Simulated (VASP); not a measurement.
# BeTe in VASP: one cell, several levels of theory

BeTe in the zincblende structure, under -1.0 % biaxial strain in x and y, free along z is computed at one geometry. Runs: PBE, r2SCAN.

The runs shown are made with VASP 6.6.1. PAW datasets, plane waves. Computed at 0 K without zero-point motion; spin polarisation is off.

### Step 1. The structure to begin with

The cell comes from an earlier relaxation with r2SCAN in another program, then strained, with the atoms relaxed again.

The symmetry is I-4m2 (No. 119, tetragonal); a = 3.960 Å, c = 5.700 Å in the conventional setting, 22.35 Å³ an atom. Near Be stand 4 Te at 2.44 Å; near Te stand 4 Be at 2.44 Å.

As a file:

```
CELL_PARAMETERS angstrom
0.00000 2.80034 2.84976
2.80034 0.00000 2.84976
2.80034 2.80034 0.00000
ATOMIC_POSITIONS crystal
Be 0.00000 0.00000 0.00000
Te 0.25000 0.25000 0.25000
```

### Step 2. PBE at this geometry

Contents of INCAR:

```
ENCUT = 520.000000
SIGMA = 0.020000
EDIFF = 1.00e-07
GGA = PE
PREC = Accurate
IBRION = -1
ISIF = 2
ISMEAR = -1
NBANDS = 11
NELM = 120
NSW = 0
LASPH = .TRUE.
LCHARG = .FALSE.
LWAVE = .FALSE.
LREAL = .FALSE.
```

Contents of KPOINTS:

```
KPOINTS created by Atomic Simulation Environment
0
Gamma
8 8 8
0 0 0
```

Contents of KPOINTS_OPT:

```
special points
7
Reciprocal
0.0000000000 0.0000000000 0.0000000000 1
-0.5000000000 -0.5000000000 0.0000000000 1
-0.3750000000 -0.3750000000 0.2500000000 1
-0.3750000000 0.0000000000 0.3750000000 1
0.0000000000 0.0000000000 0.5000000000 1
-0.5000000000 -0.2500000000 0.2500000000 1
0.0000000000 0.5000000000 0.5000000000 1
```

Contents of POSCAR:

```
Be Te
 1.0000000000000000
     0.0000000000000000    2.8003373892000001    2.8497558482000001
     2.8003373892000001    0.0000000000000000    2.8497558482000001
     2.8003373892000001    2.8003373892000001    0.0000000000000000
 Be  Te
   1   1
Cartesian
  0.0000000000000000  0.0000000000000000  0.0000000000000000
  1.4001686946000000  1.4001686946000000  1.4248779241000000
```

Potentials: the recommended PBE PAW datasets, 8 valence electrons in the neutral cell.

On the command line:

```
$ mpirun -np 1 vasp_std
```

### Step 3. Single point with r2SCAN

Contents of INCAR:

```
ENCUT = 520.000000
SIGMA = 0.010000
EDIFF = 1.00e-07
ALGO = Normal
METAGGA = R2SCAN
PREC = Accurate
IBRION = -1
ISIF = 2
ISMEAR = 0
NBANDS = 11
NELM = 120
NSW = 0
LASPH = .TRUE.
LCHARG = .TRUE.
LELF = .TRUE.
LWAVE = .FALSE.
LREAL = .FALSE.
```

KPOINTS is that of step 2.

KPOINTS_OPT is that of step 2.

POSCAR is that of step 2.

Q: Predict the outcome of this session. Wanted: for each run, gap; pressure.

As calculated:

```
 level  gap (eV)  pressure (GPa)
   PBE      1.90            1.09
r2SCAN      2.26            0.95
```

The gap runs from 1.90 eV (PBE) to 2.26 eV (r2SCAN). Spin-orbit coupling is left out, though the cell holds Te (Z = 52); in an element this heavy it can shift bands and gaps by tenths of an eV.
